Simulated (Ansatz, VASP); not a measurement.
# Two plane-wave programs on Mg

File INCAR:

```
SYSTEM = Mg
  PREC = Accurate
  ENCUT = 520
  EDIFF = 1E-8
  ISMEAR = -1
  SIGMA = 0.05
  LREAL = .False.
  LASPH = .True.
  NELM = 100
  ALGO = Normal
  ISIF = 2
  LWAVE = .False.
  LCHARG = .False.
  GGA = PS
  LEFG = .True.
  NBANDS = 7
```

KPOINTS

```
regular mesh
0
Gamma
  16 16 16
  0 0 0
```

Contents of POSCAR:

```
Mg
1.0
   -1.4615848388      1.4615848388      1.4615848388
    1.4615848388     -1.4615848388      1.4615848388
    1.4615848388      1.4615848388     -1.4615848388
Mg
1
Direct
    0.0000000000      0.0000000000      0.0000000000
```

Input for Ansatz:

```yaml
crystal:
  lattice:
    - [-1.4615848388, 1.4615848388, 1.4615848388]
    - [1.4615848388, -1.4615848388, 1.4615848388]
    - [1.4615848388, 1.4615848388, -1.4615848388]
  atoms:
    - { symbol: Mg, position: [0.0, 0.0, 0.0] }
kpoints:
  mp_grid: { grid: [16, 16, 16] }
scf:
  occupations: { method: fermi_dirac, width: 0.05 }
hamiltonian:
  xc: pbesol
  pseudopotentials: { kind: paw }
output:
  forces: true
  stress: true
  eigenvalues: true
  efg: { contact_densities: true }
  write_density: true
  write_potential: true
  elf: true
  volumetric_format: npy
```

Change from the starting cell: volume scaled by 0.97, PAW files.

Alike in both runs: task electric field gradients; functional PBEsol; k mesh 16 × 16 × 16; occupations fermi-dirac, width 0.05 eV; no spin polarisation.

|  | VASP | Ansatz |
| --- | --- | --- |
| version | VASP 6.6.1 | Ansatz 0.2.0 |
| potentials or method | VASP PAW PBE potentials, release 64 (Mg) | PAW with Ansatz's default frozen-core files, scalar-relativistic |
| plane-wave cutoff (eV) | 520 | 420 |
| valence electrons in the cell | 2 | 10 |

VASP gave:

```
pressure (GPa)                                                 : 68.7
Vzz of the field gradient on the site that differs most (V/Å²) : 0.0
```

Estimate Ansatz's values.

pressure (GPa): 67.2; Vzz of the field gradient on the site that differs most (V/Å²): 0.0.

The two sets of potentials don't hold the same shells in valence.

Caveats: the cell as given lies far from equilibrium; so large a pressure means that the cell lies far from this level's equilibrium, or that cutoff or potentials fall short (VASP); the potentials were made for another functional, which shifts forces and pressure (VASP).
